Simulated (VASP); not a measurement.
Input of a VASP 6.6.1 run:

INCAR

```
SYSTEM = Ga2O3
PREC = Accurate ; ENCUT = 600
EDIFF = 1E-7 ; ISMEAR = 0
SIGMA = 0.03 ; LREAL = .FALSE.
LASPH = .TRUE. ; NELM = 80
ALGO = Normal ; ISIF = 3
LWAVE = .FALSE. ; LCHARG = .FALSE.
GGA = PS ; IBRION = 2
NSW = 90 ; EDIFFG = -0.005
KPAR = 4
```

KPOINTS

```
regular mesh
0
G
  10 10 6
  0 0 0
```

Contents of POSCAR:

```
Ga2O3                                   
1.0
    6.1404380563     -1.5243098869      0.0091963600
    6.1404380563      1.5243098869      0.0091963600
   -1.3851057320      0.0000000000      5.6428283049
  Ga              O             
     4     6
Direct
     0.0904753735540451    0.0904753735540451    0.7951368456360256
     0.9095246264459550    0.9095246264459550    0.2048631543639744
     0.6586371579633135    0.6586371579633135    0.3142692735074388
     0.3413628420366865    0.3413628420366865    0.6857307264925612
     0.1651575754025702    0.1651575754025702    0.1093266426843571
     0.8348424245974297    0.8348424245974297    0.8906733573156428
     0.1732591667657928    0.1732591667657928    0.5628196193694468
     0.8267408332342073    0.8267408332342073    0.4371803806305530
     0.4962214746178815    0.4962214746178815    0.2560865961941866
     0.5037785253821185    0.5037785253821185    0.7439134038058133
```

Potentials or basis: VASP PAW PBE potentials, release 64 (Ga_d, O).

Run with:

```sh
$ cat potpaw_PBE.64/Ga_d/POTCAR potpaw_PBE.64/O/POTCAR > POTCAR
$ mpirun -np 4 vasp_std > vasp.out
```

Question: What does it give for the relaxed volume?

Answer: 10.56 Å³/atom.

Question: Predict the space group after relaxing (to 0.05 Å).

Answer: C2/m (No. 12).

Forces on the atoms (eV/Å):
```
Ga  -0.001  0.000 -0.001
Ga   0.001  0.000  0.001
Ga   0.001  0.000  0.000
Ga  -0.001  0.000  0.000
O    0.003  0.000 -0.001
O   -0.003  0.000  0.001
O    0.000  0.000 -0.002
O    0.000  0.000  0.002
O    0.000  0.000 -0.002
O    0.000  0.000  0.002
```

Caveat: the PAW data sets were made with another functional, which shifts forces and pressure a little.
